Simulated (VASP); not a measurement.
The system is SiO2 (Stishovite).

```xyz
6
Lattice="4.1773 0.0000 0.0000 0.0000 4.1773 0.0000 0.0000 0.0000 2.6652" Properties=species:S:1:pos:R:3 pbc="T T T"
Si    0.0000    0.0000    0.0000
Si    2.0886    2.0886    1.3326
O     1.2778    1.2778    0.0000
O     0.8108    3.3665    1.3326
O     2.8995    2.8995    0.0000
O     3.3665    0.8108    1.3326
```

* Program: VASP 6.6.1
* Task: relaxation of cell and atoms
* Functional: PBE
* Potentials or basis: VASP PAW PBE potentials, release 64 (Si, O)
* Cutoff: 600 eV
* k mesh: 8 × 8 × 10
* Occupations: gaussian, width 0.03 eV
* Spin: no spin polarisation

At the start: pressure 11.0 GPa; volume 7.75 Å³/atom.

Where does the relaxation end?

Over 7 steps the energy falls by 9.1 meV/atom and the volume is 8.04 Å³/atom (+3.7 %); space group P4_2/mnm (No. 136, to 0.05 Å).

Step by step:
```csv
step,energy change (eV),largest force (eV/Å),pressure (GPa),volume (Å³)
1,0.0000,0.0984,10.97,46.51
2,0.0338,0.4649,-11.92,50.17
3,-0.0520,0.1697,0.08,48.07
4,-0.0520,0.1647,0.27,48.03
5,-0.0545,0.0198,0.14,48.16
6,-0.0545,0.0180,0.15,48.16
7,-0.0549,0.0033,-0.10,48.23
```

Final structure:
```
Si O
1.0
     4.23144    0.00000    0.00000
     0.00000    4.23144    0.00000
     0.00000    0.00000    2.69338
Si O
2 4
Cartesian
  0.0000 4.2314 2.6934
  2.1157 2.1157 1.3467
  1.2980 1.2980 0.0000
  0.8178 3.4137 1.3467
  2.9335 2.9335 2.6934
  3.4137 0.8178 1.3467
```
